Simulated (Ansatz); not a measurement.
Consider the following.

```yaml
crystal:
  lattice:
    - [3.54750, 0.00000, 0.00000]
    - [-1.77375, 3.15702, 0.00000]
    - [0.00000, 0.00000, 5.72256]
  atoms:
    - { symbol: In, position: [0.66550, 0.33100, 0.00366] }
    - { symbol: In, position: [0.33450, 0.66900, 0.50366] }
    - { symbol: N, position: [0.66412, 0.32824, 0.62154] }
    - { symbol: N, position: [0.33588, 0.67176, 0.12154] }
```

No spin polarisation.

The values are results of r2SCAN (Ansatz, a quantum-chemistry and plane-wave program; PAW; 500 eV plane waves; no spin-orbit coupling), not measurements. Settings: 11×11×6 k-points, 0.05 eV Fermi–Dirac smearing.

**Question.** Predict the pressure (mean of the normal stresses, compression positive).

**Answer.** -3.7 GPa.

**Question.** What is the computed space group?

**Answer.** Cmc2_1 (No. 36).

The cells carry an imposed strain or load. Whether these cells are dynamically stable was not tested. All final runs are without spin polarisation. The cell was made from InN in the wurtzite structure (space group P6_3mc, No. 186) by this change: uniaxial strain ε_yy = +2.76 %.
